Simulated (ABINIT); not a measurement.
# C (Fd-3m) in ABINIT: a series of runs

One crystal, C, is run at these levels: revPBE+D3(BJ), LDA; tasks: equation of state.

Everything below comes from runs of ABINIT 10.8.3 (patched build). Logs are shortened: lines on timing, memory, paths and dates and some standing lists are left out, and cuts for length are marked. The log counts tension as positive stress, the text compression.

**What was measured.**

From “Equation of state of cubic boron nitride at high pressures and temperatures”, 2007, arxiv:cond-mat/0702656, for a bulk crystal of C: bulk modulus 442 ± 5 GPa.

How close the calculation comes is told below.

## 1. The crystal as given

It takes space group Fd-3m (No. 227, cubic). Conventional cell: a = 3.567 Å, b = 3.567 Å, c = 3.567 Å, α = 90.00°, β = 90.00°, γ = 90.00°. C (site symmetry -43m) is surrounded by 4 C at 1.54 Å.

This isn't the form of C at room conditions, which is graphite.

## 2. Equation of state, revPBE+D3(BJ)

File run.abi:

```
ndtset 7
getwfk -1
scalecart1 3*0.9795861087
scalecart2 3*0.9864848297
scalecart3 3*0.9932883884
scalecart4 3*1.0000000000
scalecart5 3*1.0066227096
scalecart6 3*1.0131594038
scalecart7 3*1.0196128224

pp_dirpath "./"
pseudos "C.GGA_PBE-JTH.xml"

acell 2.5220660407 2.5220660407 2.5220660407 Angstrom
rprim
     0.0000000000     0.7071067812     0.7071067812
     0.7071067812     0.0000000000     0.7071067812
     0.7071067812     0.7071067812     0.0000000000
ntypat 1
znucl 6
natom 2
typat 1 1
xred
     0.7500000000     0.7500000000     0.7500000000
     0.5000000000     0.5000000000     0.5000000000

ecut 20.0
pawecutdg 40.0

kptopt 1
ngkpt 13 13 13
nshiftk 1
shiftk 0.0 0.0 0.0

ixc 14
vdw_xc 7

nband 8
occopt 3
tsmear 0.05 eV

nstep 100
tolvrs 1.0e-9

iomode 3
prtwf 1
prtden 0
prteig 0
prtebands 0
```

Potentials or basis: JTH PAW PBE v2.0.

Started as:

```console
> abinit run.abi > log 2>&1
```

run.abo:

```text
.Version 10.8.3 of ABINIT
 DATASET    1 : space group Fd -3 m (#227); Bravais cF (face-center cubic)
================================================================================
 Values of the parameters that define the memory need for DATASET  1.
     intxc =       0    ionmov =       0      iscf =      17    lmnmax =       8
     lnmax =       4     mgfft =      20  mpssoang =       2    mqgrid =    3001
     natom =       2  nloc_mem =       2    nspden =       1   nspinor =       1
    nsppol =       1      nsym =      48    n1xccc =       1    ntypat =       1
    occopt =       3   xclevel =       2
       mpw =         322          nfft =        8000          nkpt =          84
 PAW method is used; the additional fine FFT grid is defined by:
   mgfftf=        30    nfftf =     27000
================================================================================
================================================================================
[... 71 lines left out ...]
 DATASET    7 : space group Fd -3 m (#227); Bravais cF (face-center cubic)
================================================================================
 Values of the parameters that define the memory need for DATASET  7.
     intxc =       0    ionmov =       0      iscf =      17    lmnmax =       8
     lnmax =       4     mgfft =      20  mpssoang =       2    mqgrid =    3001
     natom =       2  nloc_mem =       2    nspden =       1   nspinor =       1
    nsppol =       1      nsym =      48    n1xccc =       1    ntypat =       1
    occopt =       3   xclevel =       2
       mpw =         356          nfft =        8000          nkpt =          84
 PAW method is used; the additional fine FFT grid is defined by:
   mgfftf=        30    nfftf =     27000
================================================================================
================================================================================

--------------------------------------------------------------------------------
------------- Echo of variables that govern the present computation ------------
--------------------------------------------------------------------------------
 -outvars: echo values of preprocessed input variables --------
            acell      4.7660140884E+00  4.7660140884E+00  4.7660140884E+00 Bohr
              amu      1.20110000E+01
             ecut      2.00000000E+01 Hartree
           getwfk          -1
                       outvar_i_n : Printing only first  50 k-points.
              ixc          14
           jdtset        1    2    3    4    5    6    7
                       outvar_i_n : Printing only first  50 k-points.
         kptrlatt       13    0    0      0   13    0      0    0   13
          kptrlen1     6.06933755E+01
          kptrlen2     6.11208078E+01
          kptrlen3     6.15423439E+01
          kptrlen4     6.19581832E+01
          kptrlen5     6.23685142E+01
          kptrlen6     6.27735159E+01
          kptrlen7     6.31733580E+01
            natom           2
            nband           8
           ndtset           7
            ngfft          20      20      20
          ngfftdg          30      30      30
             nkpt          84
            nstep         100
             nsym          48
           ntypat           1
                       prtocc : prtvol=0, do not print more k-points.
           occopt           3
        pawecutdg      4.00000000E+01 Hartree
         pawxcdev           0
           prtden           0
        prtebands           0
           prteig           0
            rprim1     0.0000000000E+00  6.9267198023E-01  6.9267198023E-01
                       6.9267198023E-01  0.0000000000E+00  6.9267198023E-01
                       6.9267198023E-01  6.9267198023E-01  0.0000000000E+00
            rprim2     0.0000000000E+00  6.9755011263E-01  6.9755011263E-01
                       6.9755011263E-01  0.0000000000E+00  6.9755011263E-01
                       6.9755011263E-01  6.9755011263E-01  0.0000000000E+00
            rprim3     0.0000000000E+00  7.0236095512E-01  7.0236095512E-01
                       7.0236095512E-01  0.0000000000E+00  7.0236095512E-01
                       7.0236095512E-01  7.0236095512E-01  0.0000000000E+00
            rprim4     0.0000000000E+00  7.0710678120E-01  7.0710678120E-01
                       7.0710678120E-01  0.0000000000E+00  7.0710678120E-01
                       7.0710678120E-01  7.0710678120E-01  0.0000000000E+00
            rprim5     0.0000000000E+00  7.1178974407E-01  7.1178974407E-01
                       7.1178974407E-01  0.0000000000E+00  7.1178974407E-01
                       7.1178974407E-01  7.1178974407E-01  0.0000000000E+00
            rprim6     0.0000000000E+00  7.1641188486E-01  7.1641188486E-01
                       7.1641188486E-01  0.0000000000E+00  7.1641188486E-01
                       7.1641188486E-01  7.1641188486E-01  0.0000000000E+00
            rprim7     0.0000000000E+00  7.2097514092E-01  7.2097514092E-01
                       7.2097514092E-01  0.0000000000E+00  7.2097514092E-01
                       7.2097514092E-01  7.2097514092E-01  0.0000000000E+00
          spgroup         227
           tolvrs      1.00000000E-09
           tsmear      1.83746611E-03 Hartree
            typat      1  1
           useylm           1
           vdw_xc           7
                       outvars : Printing only first  50 k-points.
           xangst1     2.6204467180E+00  2.6204467180E+00  2.6204467180E+00
                       1.7469644787E+00  1.7469644787E+00  1.7469644787E+00
           xangst2     2.6389011761E+00  2.6389011761E+00  2.6389011761E+00
                       1.7592674508E+00  1.7592674508E+00  1.7592674508E+00
           xangst3     2.6571010699E+00  2.6571010699E+00  2.6571010699E+00
                       1.7714007132E+00  1.7714007132E+00  1.7714007132E+00
           xangst4     2.6750550000E+00  2.6750550000E+00  2.6750550000E+00
                       1.7833700000E+00  1.7833700000E+00  1.7833700000E+00
           xangst5     2.6927711124E+00  2.6927711124E+00  2.6927711124E+00
                       1.7951807416E+00  1.7951807416E+00  1.7951807416E+00
           xangst6     2.7102571290E+00  2.7102571290E+00  2.7102571290E+00
                       1.8068380860E+00  1.8068380860E+00  1.8068380860E+00
           xangst7     2.7275203786E+00  2.7275203786E+00  2.7275203786E+00
                       1.8183469191E+00  1.8183469191E+00  1.8183469191E+00
            xcart1     4.9519266246E+00  4.9519266246E+00  4.9519266246E+00
                       3.3012844164E+00  3.3012844164E+00  3.3012844164E+00
            xcart2     4.9868004962E+00  4.9868004962E+00  4.9868004962E+00
                       3.3245336642E+00  3.3245336642E+00  3.3245336642E+00
            xcart3     5.0211933109E+00  5.0211933109E+00  5.0211933109E+00
                       3.3474622073E+00  3.3474622073E+00  3.3474622073E+00
            xcart4     5.0551213218E+00  5.0551213218E+00  5.0551213218E+00
                       3.3700808812E+00  3.3700808812E+00  3.3700808812E+00
            xcart5     5.0885999223E+00  5.0885999223E+00  5.0885999223E+00
                       3.3923999482E+00  3.3923999482E+00  3.3923999482E+00
            xcart6     5.1216437045E+00  5.1216437045E+00  5.1216437045E+00
                       3.4144291363E+00  3.4144291363E+00  3.4144291363E+00
            xcart7     5.1542665185E+00  5.1542665185E+00  5.1542665185E+00
                       3.4361776790E+00  3.4361776790E+00  3.4361776790E+00
             xred      7.5000000000E-01  7.5000000000E-01  7.5000000000E-01
                       5.0000000000E-01  5.0000000000E-01  5.0000000000E-01
            znucl        6.00000

================================================================================

 chkinp: Checking input parameters for consistency, jdtset=   1.

 chkinp: Checking input parameters for consistency, jdtset=   2.
[... 43 lines left out ...]
 getcut : COMMENT -
  Note that boxcut > 2.2 ; recall that boxcut=Gcut(box)/Gcut(sphere) = 2
  is sufficient for exact treatment of convolution.
  Such a large boxcut is a waste : you could raise ecut
  e.g. ecut=   51.052900 Hartrees makes boxcut=2

--- Pseudopotential description ------------------------------------------------
- pspini: atom type   1  psp file is ./C.GGA_PBE-JTH.xml
 Pseudopotential format is: paw10
 basis_size (lnmax)=  4 (lmn_size=  8), orbitals=   0   0   1   1
 Spheres core radius: rc_sph= 1.50736703
 Shapefunction is SIN type: shapef(r)=[sin(pi*r/rshp)/(pi*r/rshp)]**2
 Radius for shape functions =  1.30052589
 Compensation charge density is not taken into account in XC energy/potential

   6.99883411E+01                                ecore*ucvol(ha*bohr**3)
--------------------------------------------------------------------------------

[... 1242 lines left out ...]
-Cartesian components of stress tensor (GPa)         [Pressure= -2.7312E+01 GPa]
- sigma(1 1)=  2.73117747E+01  sigma(3 2)=  0.00000000E+00
- sigma(2 2)=  2.73117747E+01  sigma(3 1)=  0.00000000E+00
- sigma(3 3)=  2.73117747E+01  sigma(2 1)=  0.00000000E+00

== END DATASET(S) ==============================================================
================================================================================

 -outvars: echo values of variables after computation  --------
            acell      4.7660140884E+00  4.7660140884E+00  4.7660140884E+00 Bohr
           etotal1    -1.1476237777E+01
           etotal2    -1.1477260012E+01
           etotal3    -1.1477729552E+01
           etotal4    -1.1477690864E+01
           etotal5    -1.1477231436E+01
           etotal6    -1.1476366231E+01
           etotal7    -1.1475118059E+01
            fcart1    -5.7094494702E-28  8.1563563859E-29  8.9719920245E-28
                       5.7094494702E-28 -8.1563563859E-29 -8.9719920245E-28
            fcart2    -1.9438360950E-27  3.2397268251E-27 -5.8315082851E-27
                       1.9438360950E-27 -3.2397268251E-27  5.8315082851E-27
            fcart3    -3.7001666515E-27 -4.8263043281E-28  2.4131521640E-27
                       3.7001666515E-27  4.8263043281E-28 -2.4131521640E-27
            fcart4     7.9898534133E-28  1.5979706827E-28 -1.5979706827E-28
                      -7.9898534133E-28 -1.5979706827E-28  1.5979706827E-28
            fcart5     9.5247444792E-28  9.5247444792E-28 -9.5247444792E-28
                      -9.5247444792E-28 -9.5247444792E-28  9.5247444792E-28
[... 38 lines left out ...]
                       0.0000000000E+00  0.0000000000E+00  0.0000000000E+00
           xangst1     2.6204467180E+00  2.6204467180E+00  2.6204467180E+00
                       1.7469644787E+00  1.7469644787E+00  1.7469644787E+00
           xangst2     2.6389011761E+00  2.6389011761E+00  2.6389011761E+00
                       1.7592674508E+00  1.7592674508E+00  1.7592674508E+00
           xangst3     2.6571010699E+00  2.6571010699E+00  2.6571010699E+00
                       1.7714007132E+00  1.7714007132E+00  1.7714007132E+00
           xangst4     2.6750550000E+00  2.6750550000E+00  2.6750550000E+00
                       1.7833700000E+00  1.7833700000E+00  1.7833700000E+00
           xangst5     2.6927711124E+00  2.6927711124E+00  2.6927711124E+00
                       1.7951807416E+00  1.7951807416E+00  1.7951807416E+00
           xangst6     2.7102571290E+00  2.7102571290E+00  2.7102571290E+00
                       1.8068380860E+00  1.8068380860E+00  1.8068380860E+00
           xangst7     2.7275203786E+00  2.7275203786E+00  2.7275203786E+00
                       1.8183469191E+00  1.8183469191E+00  1.8183469191E+00
             xred      7.5000000000E-01  7.5000000000E-01  7.5000000000E-01
                       5.0000000000E-01  5.0000000000E-01  5.0000000000E-01
 Calculation completed.
```

Run time: 34 s. Hardware: 1 thread of Arm Neoverse V1, shared host; peak memory 0.12 GiB.

Results:

- Equilibrium volume: 5.61 Å³/atom
- Bulk modulus: 448 GPa
- Pressure derivative of the bulk modulus: 4.1 (rough: it moves with the points fitted)

Energy against volume, from the lowest point:
```tsv
volume (Å³/atom)	energy (meV/atom)
5.332	20.30
5.445	6.39
5.558	0.00
5.672	0.53
5.785	6.78
5.899	18.55
6.012	35.53
```

Caveat: pressures at fixed basis lie under the slope of the energies; the PAW data sets were made with another functional, which shifts forces and pressure a little; the atomic spheres overlap.

## 3. Equation of state, LDA

File run.abi:

```
# Datasets: one volume each
ndtset 7
getwfk -1
scalecart1 3*0.9795861087
scalecart2 3*0.9864848297
scalecart3 3*0.9932883884
scalecart4 3*1.0000000000
scalecart5 3*1.0066227096
scalecart6 3*1.0131594038
scalecart7 3*1.0196128224

# Pseudopotentials
pp_dirpath "./"
pseudos "C.LDA_PW-JTH.xml"

# Structure
acell 3*1.0
rprim
     0.0000000000     3.3700808789     3.3700808789
     3.3700808789     0.0000000000     3.3700808789
     3.3700808789     3.3700808789     0.0000000000
ntypat 1
znucl 6
natom 2
typat 1 1
xred
     0.7500000000     0.7500000000     0.7500000000
     0.5000000000     0.5000000000     0.5000000000

# Plane-wave basis
ecut 20.0
pawecutdg 40.0

# k points
kptopt 1
ngkpt 13 13 13
nshiftk 1
shiftk 0.0 0.0 0.0

# Exchange and correlation
ixc 7

# Bands and occupations
nband 8
occopt 3
tsmear 0.05 eV

# SCF cycle
nstep 100
tolvrs 1.0e-9

# Output
iomode 3
prtwf 1
prtden 0
prteig 0
prtebands 0
```

Potentials or basis: JTH PAW LDA v2.0.

Started as:

```console
> abinit run.abi > log 2>&1
```

run.abo:

```text
.Version 10.8.3 of ABINIT
 DATASET    1 : space group Fd -3 m (#227); Bravais cF (face-center cubic)
================================================================================
 Values of the parameters that define the memory need for DATASET  1.
     intxc =       0    ionmov =       0      iscf =      17    lmnmax =       8
     lnmax =       4     mgfft =      20  mpssoang =       2    mqgrid =    3001
     natom =       2  nloc_mem =       2    nspden =       1   nspinor =       1
    nsppol =       1      nsym =      48    n1xccc =       1    ntypat =       1
    occopt =       3   xclevel =       1
       mpw =         322          nfft =        8000          nkpt =          84
 PAW method is used; the additional fine FFT grid is defined by:
   mgfftf=        30    nfftf =     27000
================================================================================
================================================================================
[... 71 lines left out ...]
 DATASET    7 : space group Fd -3 m (#227); Bravais cF (face-center cubic)
[... 1425 lines left out ...]
                      -4.9936583867E-29  4.9936583867E-30  3.4955608707E-29
            fcart5     2.4804022098E-30 -2.4804022098E-30  2.4804022098E-30
                      -2.4804022098E-30  2.4804022098E-30 -2.4804022098E-30
[... 38 lines left out ...]
                       0.0000000000E+00  0.0000000000E+00  0.0000000000E+00
           xangst1     2.6204467163E+00  2.6204467163E+00  2.6204467163E+00
                       1.7469644775E+00  1.7469644775E+00  1.7469644775E+00
           xangst2     2.6389011743E+00  2.6389011743E+00  2.6389011743E+00
                       1.7592674496E+00  1.7592674496E+00  1.7592674496E+00
           xangst3     2.6571010680E+00  2.6571010680E+00  2.6571010680E+00
                       1.7714007120E+00  1.7714007120E+00  1.7714007120E+00
           xangst4     2.6750549982E+00  2.6750549982E+00  2.6750549982E+00
                       1.7833699988E+00  1.7833699988E+00  1.7833699988E+00
           xangst5     2.6927711106E+00  2.6927711106E+00  2.6927711106E+00
                       1.7951807404E+00  1.7951807404E+00  1.7951807404E+00
           xangst6     2.7102571271E+00  2.7102571271E+00  2.7102571271E+00
                       1.8068380847E+00  1.8068380847E+00  1.8068380847E+00
           xangst7     2.7275203768E+00  2.7275203768E+00  2.7275203768E+00
                       1.8183469179E+00  1.8183469179E+00  1.8183469179E+00
             xred      7.5000000000E-01  7.5000000000E-01  7.5000000000E-01
                       5.0000000000E-01  5.0000000000E-01  5.0000000000E-01
 Calculation completed.
```

Wall time 24 s (1 thread of Arm Neoverse V1, shared host); peak memory 0.11 GiB.

Results:

- Equilibrium volume: 5.50 Å³/atom
- Bulk modulus: 469 GPa
- Pressure derivative of the bulk modulus: 3.7

Energy against volume, from the lowest point:
```csv
volume (Å³/atom),energy (meV/atom)
5.332,7.07
5.445,0.00
5.558,0.08
5.672,6.72
5.785,19.25
5.899,37.16
6.012,59.98
```

Caveat: pressures at fixed basis lie under the slope of the energies; the atomic spheres overlap.

## 4. How close it comes

Step 2. Against the measured bulk modulus of C, 442 GPa (quoted in “Equation of state of cubic boron nitride at high pressures and temperatures”, 2007, arxiv:cond-mat/0702656), the calculated 448 GPa is off by +1.3 %. 3 values of this kind are on record (442 to 444.8 GPa); this one was drawn at random among those near their median, those with a stated uncertainty first. The fit is for a static lattice scaled at fixed shape and fixed fractional positions. The cell as given is a measured one (5.67 Å³/atom); revPBE+D3(BJ) puts the equilibrium volume -1.1 % from it, thermal expansion not counted.

Step 3. Measured bulk modulus of C: 442 GPa (quoted in “Equation of state of cubic boron nitride at high pressures and temperatures”, 2007, arxiv:cond-mat/0702656). This calculation gives 469 GPa (+6.1 %). 3 values of this kind are on record (442 to 444.8 GPa); this one was drawn at random among those near their median, those with a stated uncertainty first. The fit is for a static lattice scaled at fixed shape and fixed fractional positions. The cell as given is a measured one (5.67 Å³/atom); LDA puts the equilibrium volume -3.0 % from it, thermal expansion not counted.
